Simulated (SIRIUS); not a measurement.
## C in SIRIUS: the effect of functional

C:

```
C
1.0
     4.25517    0.00000    0.00000
     0.00000    4.25517    0.00000
     0.00000    0.00000    1.28229
C
1
Direct
  0.50000 0.50000 0.50000
```

The cell was built by a generator and needn't be a form met in nature.

Alike in all runs:

| Quantity | Value |
| --- | --- |
| Program | SIRIUS 7.10.0 |
| Task | single point |
| Potentials or basis | PseudoDojo 0.4.1 PBE standard (scalar relativistic) |
| Cutoff | 1127 eV |
| Density cutoff | 4507 eV |
| k mesh | 6 × 6 × 20 |
| Occupations | fermi-dirac, width 0.05 eV |
| Spin | no spin polarisation |

| functional | pressure (GPa) |
| --- | --- |
| LDA | -0.3 |
| PBE | 0.0 |
| PBEsol | -0.2 |
| RPBE | 0.2 |
| revPBE | 0.2 |
| BLYP | 1.2 |
| PW91 | 0.0 |
| AM05 | 0.0 |
| HCTH407 | ? |
| EV93PW91 | 0.9 |
| PBEint | -0.1 |

**Question.** What does the run with functional HCTH407 give?

**Answer.** Pressure -2.7 GPa.

Caveats: the potentials were made for another functional, which shifts forces and pressure (some runs); the potentials were made for a functional far from this one (some runs).
